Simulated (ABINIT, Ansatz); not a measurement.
# BN (P6_3/mmc): phonons by linear response, part 3 of 5

Aim: the phonon dispersion of BN (P6_3/mmc), checked by a second program.

ABINIT 10.8.3; DFT LDA, scalar-relativistic, plane waves, PseudoDojo stringent norm-conserving pseudopotentials.

So far. Step 4 (Self-consistent run for the response): The cell stands at -0.72 GPa: the relaxation ran with a smoothed and higher cutoff, and the difference is a stress of the finite basis. Step 6 (Linear response at Γ): The acoustic modes at Γ come out as far as 2.2 cm⁻¹ from zero, where they should vanish, a small numerical error; the Born charges miss their sum rule by 2.2e-4 e, which is good. The relaxed cell has a = 2.489, c = 6.488 Å (conventional setting).

The database entry behind the starting cell differs from later determinations by our own check (about 0.3 % short, minor phase), so it need not match the best structure at ambient conditions.

## (8) Dispersion

anaddb transforms the dynamical matrices to force constants, with the dipole-dipole part treated apart, and back along the path; points of the mesh come back as solved, but for the sum rule and, in polar crystals, the LO-TO term at Γ; the rest is interpolation.

Input file anaddb.abi:

```
ddb_filepath "all_DDB"
output_file "anaddb.abo"
outdata_prefix "anaddb"
ifcflag 1
ngqpt 3 3 1
nqshft 1
q1shft 0.0 0.0 0.0
asr 1
chneut 1
dipdip 1
dipquad 0
quadquad 0
enunit 0
eivec 0
nph1l 93
qph1l 
    5.0d-06 0.0 0.0 1.0
    0.05 0.0 0.0 1.0
    0.1 0.0 0.0 1.0
    0.15 0.0 0.0 1.0
    0.2 0.0 0.0 1.0
    0.25 0.0 0.0 1.0
    0.3 0.0 0.0 1.0
    0.35 0.0 0.0 1.0
    0.4 0.0 0.0 1.0
    0.45 0.0 0.0 1.0
    0.5 0.0 0.0 1.0
    0.48333333 0.03333333 0.0 1.0
    0.46666667 0.06666667 0.0 1.0
    0.45 0.1 0.0 1.0
    0.43333333 0.13333333 0.0 1.0
    0.41666667 0.16666667 0.0 1.0
    0.4 0.2 0.0 1.0
    0.38333333 0.23333333 0.0 1.0
    0.36666667 0.26666667 0.0 1.0
    0.35 0.3 0.0 1.0
    0.33333333 0.33333333 0.0 1.0
    0.3 0.3 0.0 1.0
    0.26666667 0.26666667 0.0 1.0
    0.23333333 0.23333333 0.0 1.0
    0.2 0.2 0.0 1.0
    0.16666667 0.16666667 0.0 1.0
    0.13333333 0.13333333 0.0 1.0
    0.1 0.1 0.0 1.0
    0.06666667 0.06666667 0.0 1.0
    0.03333333 0.03333333 0.0 1.0
    0.0 0.0 5.0d-06 1.0
    0.0 0.0 0.05 1.0
    0.0 0.0 0.1 1.0
    0.0 0.0 0.15 1.0
    0.0 0.0 0.2 1.0
    0.0 0.0 0.25 1.0
    0.0 0.0 0.3 1.0
    0.0 0.0 0.35 1.0
    0.0 0.0 0.4 1.0
    0.0 0.0 0.45 1.0
    0.0 0.0 0.5 1.0
    0.05 0.0 0.5 1.0
    0.1 0.0 0.5 1.0
    0.15 0.0 0.5 1.0
    0.2 0.0 0.5 1.0
    0.25 0.0 0.5 1.0
    0.3 0.0 0.5 1.0
    0.35 0.0 0.5 1.0
    0.4 0.0 0.5 1.0
    0.45 0.0 0.5 1.0
    0.5 0.0 0.5 1.0
    0.48333333 0.03333333 0.5 1.0
    0.46666667 0.06666667 0.5 1.0
    0.45 0.1 0.5 1.0
    0.43333333 0.13333333 0.5 1.0
    0.41666667 0.16666667 0.5 1.0
    0.4 0.2 0.5 1.0
    0.38333333 0.23333333 0.5 1.0
    0.36666667 0.26666667 0.5 1.0
    0.35 0.3 0.5 1.0
    0.33333333 0.33333333 0.5 1.0
    0.3 0.3 0.5 1.0
    0.26666667 0.26666667 0.5 1.0
    0.23333333 0.23333333 0.5 1.0
    0.2 0.2 0.5 1.0
    0.16666667 0.16666667 0.5 1.0
    0.13333333 0.13333333 0.5 1.0
    0.1 0.1 0.5 1.0
    0.06666667 0.06666667 0.5 1.0
    0.03333333 0.03333333 0.5 1.0
    0.0 0.0 0.5 1.0
    0.5 0.0 0.5 1.0
    0.5 0.0 0.45 1.0
    0.5 0.0 0.4 1.0
    0.5 0.0 0.35 1.0
    0.5 0.0 0.3 1.0
    0.5 0.0 0.25 1.0
    0.5 0.0 0.2 1.0
    0.5 0.0 0.15 1.0
    0.5 0.0 0.1 1.0
    0.5 0.0 0.05 1.0
    0.5 0.0 0.0 1.0
    0.33333333 0.33333333 0.5 1.0
    0.33333333 0.33333333 0.45 1.0
    0.33333333 0.33333333 0.4 1.0
    0.33333333 0.33333333 0.35 1.0
    0.33333333 0.33333333 0.3 1.0
    0.33333333 0.33333333 0.25 1.0
    0.33333333 0.33333333 0.2 1.0
    0.33333333 0.33333333 0.15 1.0
    0.33333333 0.33333333 0.1 1.0
    0.33333333 0.33333333 0.05 1.0
    0.33333333 0.33333333 0.0 1.0
```

Input file mrgddb.in:

```
all_DDB
merged
3
dfpt_gammao_DS2_DDB
dfpt_qo_DS1_DDB
dfpt_qo_DS2_DDB
```

Launch:

```sh
$ mrgddb < mrgddb.in > mrgddb.log
$ OMP_NUM_THREADS=1 anaddb anaddb.abi > anaddb.log
```

anaddb.abo, the main output file:

```text
[banners, grids, parts of the stress and lines that vanish by symmetry left out]
-outvars_anaddb: echo values of input variables ----------------------

 Flags :
[...]
Dielectric Tensor and Effective Charges
[...]
Effective charge tensors after
[...]
Phonon wavevector (reduced coordinates) :  0.00001  0.00000  0.00000
 Phonon energies in Hartree :
[...]
Phonon frequencies in cm-1    :
-  0.000000E+00  8.213132E-03  1.502631E-02  5.024677E+01  5.024677E+01
-  1.125656E+02  7.565274E+02  8.172825E+02  1.384845E+03  1.384845E+03
-  1.384892E+03  1.616758E+03
[...]
Phonon wavevector (reduced coordinates) :  0.05000  0.00000  0.00000
 Phonon energies in Hartree :
[...]
Phonon frequencies in cm-1    :
- -1.375704E+01  8.139509E+01  9.568366E+01  1.108683E+02  1.498385E+02
-  1.600238E+02  7.550420E+02  8.135973E+02  1.381874E+03  1.384127E+03
-  1.396937E+03  1.614074E+03
[...]
Phonon wavevector (reduced coordinates) :  0.10000  0.00000  0.00000
 Phonon energies in Hartree :
[...]
Phonon frequencies in cm-1    :
- -1.777936E+01  1.076075E+02  1.611600E+02  1.702439E+02  2.983462E+02
-  3.053451E+02  7.503561E+02  8.037619E+02  1.375349E+03  1.379378E+03
-  1.425406E+03  1.605761E+03
[...]
Phonon wavevector (reduced coordinates) :  0.15000  0.00000  0.00000
 Phonon energies in Hartree :
[...]
Phonon frequencies in cm-1    :
-  2.928430E+01  1.082321E+02  2.388987E+02  2.471711E+02  4.432222E+02
-  4.486680E+02  7.418568E+02  7.900400E+02  1.365435E+03  1.370394E+03
-  1.454456E+03  1.591136E+03
[...]
Phonon wavevector (reduced coordinates) :  0.20000  0.00000  0.00000
 Phonon energies in Hartree :
[...]
Phonon frequencies in cm-1    :
-  7.153305E+01  1.198832E+02  3.141316E+02  3.213615E+02  5.821903E+02
-  5.863255E+02  7.287650E+02  7.735444E+02  1.352331E+03  1.357197E+03
-  1.471842E+03  1.569345E+03
[...]
Phonon wavevector (reduced coordinates) :  0.25000  0.00000  0.00000
 Phonon energies in Hartree :
[...]
Phonon frequencies in cm-1    :
-  1.198841E+02  1.460881E+02  3.853631E+02  3.903754E+02  7.104642E+02
-  7.133611E+02  7.164072E+02  7.537467E+02  1.336490E+03  1.340293E+03
-  1.472335E+03  1.539651E+03
  Phonon wavevector (reduced coordinates) :  0.30000  0.00000  0.00000
 Phonon energies in Hartree :
[...]
Phonon frequencies in cm-1    :
-  1.731906E+02  1.845436E+02  4.500618E+02  4.524613E+02  6.869346E+02
-  7.295171E+02  8.352506E+02  8.375980E+02  1.318814E+03  1.320911E+03
-  1.455547E+03  1.501663E+03
  Phonon wavevector (reduced coordinates) :  0.35000  0.00000  0.00000
 Phonon energies in Hartree :
[...]
Phonon frequencies in cm-1    :
[...]
-  1.423362E+03  1.455523E+03
  Phonon wavevector (reduced coordinates) :  0.40000  0.00000  0.00000
 Phonon energies in Hartree :
[...]
Phonon frequencies in cm-1    :
[...]
-  1.378822E+03  1.402388E+03
  Phonon wavevector (reduced coordinates) :  0.45000  0.00000  0.00000
 Phonon energies in Hartree :
[...]
Phonon frequencies in cm-1    :
[...]
-  1.327854E+03  1.347097E+03
  Phonon wavevector (reduced coordinates) :  0.50000  0.00000  0.00000
 Phonon energies in Hartree :
[...]
Phonon frequencies in cm-1    :
[...]
-  1.296113E+03  1.314980E+03
  Phonon wavevector (reduced coordinates) :  0.48333  0.03333  0.00000
 Phonon energies in Hartree :
[...]
Phonon frequencies in cm-1    :
[...]
-  1.295127E+03  1.313412E+03
  Phonon wavevector (reduced coordinates) :  0.46667  0.06667  0.00000
 Phonon energies in Hartree :
[...]
Phonon frequencies in cm-1    :
[...]
-  1.292866E+03  1.308995E+03
  Phonon wavevector (reduced coordinates) :  0.45000  0.10000  0.00000
 Phonon energies in Hartree :
[...]
Phonon frequencies in cm-1    :
[...]
-  1.291432E+03  1.302801E+03
[...]
Phonon frequencies in cm-1    :
[...]
-  1.384888E+03  1.384888E+03
[...]
Phonon wavevector (reduced coordinates) :  0.00000  0.00000  0.25000
 Phonon energies in Hartree :
[...]
Phonon frequencies in cm-1    :
-  1.923123E+01  1.923123E+01  4.309082E+01  4.642305E+01  4.642305E+01
-  1.040029E+02  8.184524E+02  8.240813E+02  1.384852E+03  1.384852E+03
-  1.384885E+03  1.384885E+03
  Phonon wavevector (reduced coordinates) :  0.00000  0.00000  0.30000
 Phonon energies in Hartree :
[...]
Phonon frequencies in cm-1    :
-  2.281445E+01  2.281445E+01  4.477167E+01  4.477167E+01  5.111900E+01
-  1.003046E+02  8.189286E+02  8.236076E+02  1.384855E+03  1.384855E+03
-  1.384882E+03  1.384882E+03
  Phonon wavevector (reduced coordinates) :  0.00000  0.00000  0.35000
 Phonon energies in Hartree :
[...]
Phonon frequencies in cm-1    :
-  2.625692E+01  2.625692E+01  4.284428E+01  4.284428E+01  5.883152E+01
-  9.598800E+01  8.194623E+02  8.230762E+02  1.384858E+03  1.384858E+03
-  1.384879E+03  1.384879E+03
  Phonon wavevector (reduced coordinates) :  0.00000  0.00000  0.40000
 Phonon energies in Hartree :
[...]
Phonon frequencies in cm-1    :
[...]
-  1.384876E+03  1.384876E+03
  Phonon wavevector (reduced coordinates) :  0.00000  0.00000  0.45000
 Phonon energies in Hartree :
[...]
Phonon frequencies in cm-1    :
[...]
-  1.384872E+03  1.384872E+03
  Phonon wavevector (reduced coordinates) :  0.00000  0.00000  0.50000
 Phonon energies in Hartree :
[...]
Phonon wavevector (reduced coordinates) :  0.33333  0.33333  0.05000
 Phonon energies in Hartree :
[...]
Phonon frequencies in cm-1    :
[...]
-  1.299178E+03  1.303671E+03
  Phonon wavevector (reduced coordinates) :  0.33333  0.33333  0.00000
 Phonon energies in Hartree :
[...]
Phonon frequencies in cm-1    :
-  3.267199E+02  3.267199E+02  5.808148E+02  5.808148E+02  8.740571E+02
-  8.786464E+02  1.073330E+03  1.073330E+03  1.198482E+03  1.198482E+03
-  1.299150E+03  1.303699E+03
-
```

It took 1.9 s on 1 thread of Arm Neoverse V2, shared host.

Read from the output:

- lowest frequency on the path: -17.78 cm⁻¹

Anaddb, dipole-dipole term. Phonon branches along the path, in cm⁻¹:

| point | branch 1 | branch 2 | branch 3 | branch 4 | branch 9 | branch 10 | branch 11 | branch 12 |
| --- | --- | --- | --- | --- | --- | --- | --- | --- |
| Γ | 0 | 0 | 0 | 50 | 1385 | 1385 | 1385 | 1617 |
| halfway | 120 | 146 | 385 | 390 | 1336 | 1340 | 1472 | 1540 |
| M | 327 | 331 | 578 | 590 | 1266 | 1271 | 1296 | 1315 |
| halfway | 321 | 323 | 590 | 612 | 1249 | 1258 | 1295 | 1295 |
| K | 327 | 327 | 581 | 581 | 1198 | 1198 | 1299 | 1304 |
| halfway | 150 | 168 | 497 | 498 | 1332 | 1334 | 1454 | 1504 |
| Γ | 0 | 0 | 0 | 50 | 1385 | 1385 | 1385 | 1385 |
| halfway | 19 | 19 | 43 | 46 | 1385 | 1385 | 1385 | 1385 |
| A | 36 | 36 | 36 | 36 | 1385 | 1385 | 1385 | 1385 |
| halfway | 134 | 134 | 388 | 388 | 1338 | 1338 | 1504 | 1504 |
| L | 330 | 330 | 584 | 584 | 1268 | 1268 | 1306 | 1306 |
| halfway | 323 | 323 | 601 | 601 | 1254 | 1254 | 1294 | 1294 |
| H | 328 | 328 | 580 | 580 | 1198 | 1198 | 1301 | 1301 |
| halfway | 159 | 159 | 497 | 497 | 1333 | 1333 | 1478 | 1478 |
| A | 36 | 36 | 36 | 36 | 1385 | 1385 | 1385 | 1385 |
| jump to L | 330 | 330 | 584 | 584 | 1268 | 1268 | 1306 | 1306 |
| halfway | 328 | 331 | 579 | 588 | 1267 | 1270 | 1299 | 1312 |
| M | 327 | 331 | 578 | 590 | 1266 | 1271 | 1296 | 1315 |
| jump to H | 328 | 328 | 580 | 580 | 1198 | 1198 | 1301 | 1301 |
| halfway | 327 | 327 | 580 | 580 | 1198 | 1198 | 1300 | 1303 |
| K | 327 | 327 | 581 | 581 | 1198 | 1198 | 1299 | 1304 |

The path dips to 18i cm⁻¹ between the solved wavevectors, whose modes are all real, so the dip may come from the interpolation.

## (9) Density of states

Sums over the zone need many more wavevectors than were solved, so the interpolation is sampled on a dense mesh.

Input file anaddb.abi:

```
ddb_filepath "all_DDB"
output_file "anaddb.abo"
outdata_prefix "anaddb"
ifcflag 1
ngqpt 3 3 1
nqshft 1
q1shft 0.0 0.0 0.0
asr 1
chneut 1
dipdip 1
dipquad 0
quadquad 0
prtdos 2
ng2qpt 21 21 7
dosdeltae 4.5563e-06
ntemper 11
temperinc 100.0
tempermin 0.0
```

Launch:

```sh
$ OMP_NUM_THREADS=1 anaddb anaddb.abi > anaddb.log
```

anaddb.abo, the main output file:

```text
-outvars_anaddb: echo values of input variables ----------------------

 Flags :
     ifcflag         1
 Miscellaneous information :
         asr         1
 Interatomic Force Constants Inputs :
      dipdip         1
     dipquad         0
    quadquad         0
      ifcana         0
      ifcout         0
 Description of grid 1 :
        brav         1
       ngqpt         3         3         1
      nqshft         1
      q1shft
                     0.00000000E+00  0.00000000E+00  0.00000000E+00
 Phonon DOS information :
   dosdeltae  4.55630000E-06
    dossmear  4.55633525E-06
 Description of grid 2 (Fourier interp. or BZ sampling):
      ng2qpt        21        21         7
      ngrids         4
      q2shft         0.00000000E+00  0.00000000E+00  0.00000000E+00

================================================================================

 read the DDB information and perform some checks

  ==== Info on the Cryst% object ====
 Real(R)+Recip(G) space primitive vectors, cartesian coordinates (Bohr,Bohr^-1):
 R(1)=  4.7038029  0.0000000  0.0000000  G(1)=  0.2125939  0.1227412  0.0000000
 R(2)= -2.3519014  4.0736128  0.0000000  G(2)=  0.0000000  0.2454823  0.0000000
 R(3)=  0.0000000  0.0000000 12.2606251  G(3)=  0.0000000  0.0000000  0.0815619
 Unit cell volume ucvol=  2.3493162E+02 bohr^3
 Angles (23,13,12)=  9.00000000E+01  9.00000000E+01  1.20000000E+02 degrees
 Time-reversal symmetry is present
 Reduced atomic positions [iatom, xred, symbol]:
    1)    0.3333333  0.6666667  0.2500000   B
    2)    0.6666667  0.3333333  0.7500000   B
    3)    0.3333333  0.6666667  0.7500000   N
    4)    0.6666667  0.3333333  0.2500000   N

 DDB file with 3 blocks has been read.

================================================================================

 Dielectric Tensor and Effective Charges

 anaddb : Zero the imaginary part of the Dynamical Matrix at Gamma,
   and impose the ASR on the effective charges

 The violation of the charge neutrality conditions
 by the effective charges is as follows :
    atom        electric field
 displacement     direction
       1               1       -0.000222        0.000000
       1               2        0.000000        0.000000
       1               3        0.000000        0.000000
       2               1        0.000000        0.000000
       2               2       -0.000222        0.000000
       2               3        0.000000        0.000000
       3               1        0.000000        0.000000
       3               2        0.000000        0.000000
       3               3       -0.000085        0.000000

 Effective charge tensors after
 imposition of the charge neutrality (if requested by user),
 and eventual restriction to some part :
   atom    displacement
         1         1    2.697223E+00    0.000000E+00    0.000000E+00
         1         2    1.498318E-18    2.697223E+00    0.000000E+00
         1         3    0.000000E+00    0.000000E+00    8.166514E-01
         2         1    2.697223E+00    0.000000E+00    0.000000E+00
         2         2    1.498318E-18    2.697223E+00    0.000000E+00
         2         3    0.000000E+00    0.000000E+00    8.166514E-01
         3         1   -2.697223E+00    0.000000E+00    0.000000E+00
         3         2   -1.498318E-18   -2.697223E+00    0.000000E+00
         3         3    0.000000E+00    0.000000E+00   -8.166514E-01
         4         1   -2.697223E+00    0.000000E+00    0.000000E+00
         4         2   -1.498318E-18   -2.697223E+00    0.000000E+00
         4         3    0.000000E+00    0.000000E+00   -8.166514E-01
 Now, the imaginary part of the dynamical matrix is zeroed

================================================================================

 Calculation of the interatomic forces

       Homogeneous q point set in the B.Z.
 Grid q points  :        9
  1)   0.00000000E+00  0.00000000E+00  0.00000000E+00
  2)   3.33333333E-01  0.00000000E+00  0.00000000E+00
  3)  -3.33333333E-01  0.00000000E+00  0.00000000E+00
  4)   0.00000000E+00  3.33333333E-01  0.00000000E+00
  5)   3.33333333E-01  3.33333333E-01  0.00000000E+00
  6)  -3.33333333E-01  3.33333333E-01  0.00000000E+00
  7)   0.00000000E+00 -3.33333333E-01  0.00000000E+00
  8)   3.33333333E-01 -3.33333333E-01  0.00000000E+00
  9)  -3.33333333E-01 -3.33333333E-01  0.00000000E+00

 The interatomic forces have been obtained

================================================================================

 Calculation of phonon density of states

 Average speed of sound partial sums:     0.4588997061E-02 (at units)
-                                   =          10.0393 [km/s]

 Debye frequency from partial sums:     0.2898817996E-02 (Ha)
-                                 =     0.1907330616E+02 (THz)
-Debye temperature from partial sums:     0.9153743246E+03 (K)

 Average speed of sound partial sums:     0.4588997061E-02 (at units)
-                                   =          10.0393 [km/s]

 Debye frequency from partial sums:     0.2898817996E-02 (Ha)
-                                 =     0.1907330616E+02 (THz)
-Debye temperature from partial sums:     0.9153743246E+03 (K)

 Average speed of sound:     0.1082863351E-03 (at units)
-                      =           0.2369 [km/s]

 Debye frequency from DOS:     0.6840326390E-04 (Ha)
-                        =     0.4500718556E+00 (THz)
-Debye temperature from DOS:     0.2160004235E+02 (K)

-
```

Wall time 37 s (1 thread).

Numbers from this step:

```yaml
share_of_modes_beyond_3i_cm_minus1_on_the_dense_interpolated_mesh: 3.00e-4
```

The phonon density of states has structure finer than the step of the table below, so its rows give means over 50 cm⁻¹, whole bins alone (the curve runs from -19.5 to 1686 cm⁻¹). Peaks (cm⁻¹: height): 321.5: 0.0294, 618.5: 0.0216, 1300.5: 0.0510.

Tetrahedra. Phonon density of states against wavenumber; means over each step:

| wavenumber (cm⁻¹) | phonon density of states (1/cm⁻¹/cell) |
| --- | --- |
| 50 | 0.00230 |
| 100 | 0.00611 |
| 150 | 0.00602 |
| 200 | 0.00657 |
| 250 | 0.00820 |
| 300 | 0.0151 |
| 350 | 0.00482 |
| 400 | 0.00306 |
| 450 | 0.00362 |
| 500 | 0.00443 |
| 550 | 0.00599 |
| 600 | 0.0187 |
| 650 | 0.0148 |
| 700 | 0.0134 |
| 750 | 0.0112 |
| 800 | 0.00691 |
| 850 | 0.00362 |
| 900 | 0.00263 |
| 950 | 0.00308 |
| 1000 | 0.00376 |
| 1050 | 0.00571 |
| 1100 | 0.00585 |
| 1150 | 0.00319 |
| 1200 | 0.00124 |
| 1250 | 0.00721 |
| 1300 | 0.0285 |
| 1350 | 0.0173 |
| 1400 | 0.00779 |
| 1450 | 0.00813 |
| 1500 | 0.00632 |
| 1550 | 0.00281 |
| 1600 | 6.3e-4 |
| 1650 | 0 |

[end of part 3 of 5]

[Host names and launcher messages were left out of these logs when they were recorded.]

[Logs are printed without paths, hosts, clocks, repeated set-up lines and the standing remarks that a program may print on its own settings, such as how far it seeks lower states.]

[Hosts, paths, dates, database ids (printed as entryN), source tags and the programs' standing remarks are cut or masked in the printed files.]
